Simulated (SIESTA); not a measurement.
Ta: relaxation of cell and atoms with PBE

Crystal: Ta.

```
CELL_PARAMETERS angstrom
-1.65128 1.65128 1.65128
1.65128 -1.65128 1.65128
1.65128 1.65128 -1.65128
ATOMIC_POSITIONS crystal
Ta 0.00000 0.00000 0.00000
```

| Quantity | Value |
| --- | --- |
| Program | SIESTA 5.4.2 |
| Task | relaxation of cell and atoms |
| Functional | PBE |
| Potentials or basis | PseudoDojo 0.4 stringent (PBE files) |
| Basis | DZP (energy shift 0.003 Ry; two zetas on semicore shells) |
| Grid cutoff | 800 Ry |
| Energy shift | 0.003 Ry |
| k mesh | 11 × 11 × 11 |
| Occupations | fermi-dirac, width 0.05 eV |
| Spin | no spin polarisation |
| optimiser | Broyden |
| force tolerance | 0.04 eV/Å |

```json
{
  "Relaxed volume": "18.11 Å³/atom",
  "Relaxed cell": "a = 2.865 Å, b = 2.865 Å, c = 2.865 Å, α = 109.47°, β = 109.47°, γ = 109.47°",
  "Space group after relaxing (to 0.05 Å)": "Im-3m (No. 229)",
  "Energy gained by relaxing": "0.0 meV/atom",
  "Ionic steps": "4",
  "Pressure after relaxing": "0.0 GPa",
  "Band gap on the k mesh": "none (metal or under the smearing width)"
}
```

Final structure:
```
Ta
1.0
    -1.65446    1.65423    1.65423
     1.65423   -1.65446    1.65423
     1.65423    1.65423   -1.65446
Ta
1
Direct
  0.00000 0.00000 0.00000
```

It took 110 s on 1 thread of Intel(R) Xeon(R) Platinum 8375C CPU @ 2.90GHz (Ice Lake), on a shared host, peak memory 0.23 GiB.

Caveat: short orbitals over semicore shells can move pressures by several GPa; the valence orbitals were made in a potential fitted to the semicore shell under them, which widens gaps by tenths of an eV or more; the basis of atomic orbitals isn't converged, which shifts pressures, moduli and gaps. PBE usually gives volumes a little too large and moduli too small.
